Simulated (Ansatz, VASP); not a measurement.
**Two plane-wave programs on Bi**

```
Bi
1.0
     2.27300    1.31232    4.03308
    -2.27300    1.31232    4.03308
     0.00000   -2.62463    4.03308
Bi
2
Direct
  0.23389 0.23389 0.23389
  0.76611 0.76611 0.76611
```

Change from the starting cell: zz strain of +2 %, PAW files.

Alike in both runs: task electric field gradients; functional PBE; k mesh 11 × 11 × 11; occupations fermi-dirac, width 0.03 eV; no spin polarisation.

|  | VASP | Ansatz |
| --- | --- | --- |
| version | VASP 6.6.1 | Ansatz 0.2.0 |
| potentials or method | VASP PAW PBE potentials, release 64 (Bi_d) | PAW with Ansatz's default frozen-core files, scalar-relativistic |
| plane-wave cutoff (eV) | 520 | 420 |
| valence electrons in the cell | 30 | 30 |

Ansatz gave:

| Item | Value |
| --- | --- |
| pressure (GPa) | 0.9 |
| largest component of the traceless stress (GPa) | 0.18 |
| rms of the force components (eV/Å) | 0.039 |
| Vzz of the field gradient on the site that differs most (V/Å²) | -23.2 |

Problem. Which values does VASP return?

Solution. Pressure (GPa): 0.9; largest component of the traceless stress (GPa): 0.18; rms of the force components (eV/Å): 0.044; Vzz of the field gradient on the site that differs most (V/Å²): -21.4.

Atom by atom the forces differ by 0.004 eV/Å (rms over components). Ansatz warned: «gradients_without_spin_orbit».
